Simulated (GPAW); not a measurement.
Crystal: SnO2.

```xyz
12
Lattice="5.1753 0.0000 0.0000 0.0000 5.1753 0.0000 0.0000 0.0000 5.1753" Properties=species:S:1:pos:R:3 pbc="T T T"
Sn    0.0000    0.0000    0.0000
Sn    2.5876    0.0000    2.5876
Sn    2.5876    2.5876    0.0000
Sn    0.0000    2.5876    2.5876
O     3.4214    4.3415    0.8337
O     4.3415    0.8337    3.4214
O     0.8337    3.4214    4.3415
O     1.7539    1.7539    1.7539
O     3.4214    3.4214    3.4214
O     4.3415    1.7539    0.8337
O     0.8337    4.3415    1.7539
O     1.7539    0.8337    4.3415
```

Measurements of this composition are mostly on another form, of space group No. 136.

Base run:

* Program: GPAW 26.7.0
* Functional: PBE
* Potentials or basis: GPAW PAW data sets (gpaw-data 1.2.1)
* Cutoff: 800 eV
* Basis: pw
* k mesh: 4 × 4 × 4
* Occupations: fermi-dirac, width 0.05 eV
* Spin: no spin polarisation

Its results: band gap on the k mesh 0.60 eV, indirect (least direct gap 0.66 eV); pressure -2.1 GPa.

Q: The run is repeated on the same cell with these changes: functional from PBE to PBEsol; potentials or basis from GPAW PAW data sets (gpaw-data 1.2.1) to PAW data sets generated in the run's folder for this functional. What comes out?

A: Band gap on the k mesh 0.53 eV, indirect (least direct gap 0.59 eV); pressure -8.6 GPa.

Caveats: spin-orbit coupling is left out, which moves the levels of the heavy elements.
